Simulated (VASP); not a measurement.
Write the native input for VASP 6.6.1 that does the following.

```yaml
Task: single point
Functional: PBEsol
Potentials_or_basis: VASP PAW PBE potentials, release 64 (Na_pv)
Cutoff: 520 eV
k_mesh: 18 × 18 × 18
Occupations: gaussian, width 0.15 eV
Spin: no spin polarisation
Dipole_correction: no
Further_INCAR_settings: ALGO = Fast; EDIFF = 1e-07; NBANDS = 10
```

The structure of Na lies in POSCAR:

```
Na
1.0
   -1.8882910800      1.8882910800      2.6372766800
    1.8882910800     -1.8882910800      2.6372766800
    1.8882910800      1.8882910800     -2.6372766800
Na
1
Direct
    0.0000000000      0.0000000000      0.0000000000
```

This isn't the form of Na at room conditions, which is bcc.

The input as run:

INCAR

```
  PREC = Accurate
  ENCUT = 520
  EDIFF = 1E-7
  ISMEAR = 0
  SIGMA = 0.15
  LREAL = F
  LASPH = T
  NELM = 100
  ALGO = Fast
  ISIF = 2
  LWAVE = F
  LCHARG = F
  GGA = PS
  NBANDS = 10
```

KPOINTS

```
regular mesh
0
Gamma
  18 18 18
```

Potentials or basis: VASP PAW PBE potentials, release 64 (Na_pv).

The run is started by

```console
$ cat potpaw_PBE.64/Na_pv/POTCAR > POTCAR
$ mpirun -np 1 vasp_std > vasp.out
```

Results of the run:

```
Pressure               : -0.2 GPa
Band gap on the k mesh : none (metal or under the smearing width)
```

Caveat: the PAW data sets were made with another functional, which shifts forces and pressure a little.

It took 3.6 min on 1 thread of Intel(R) Xeon(R) Platinum 8488C (Sapphire Rapids) (shared host), peak memory 0.26 GiB.
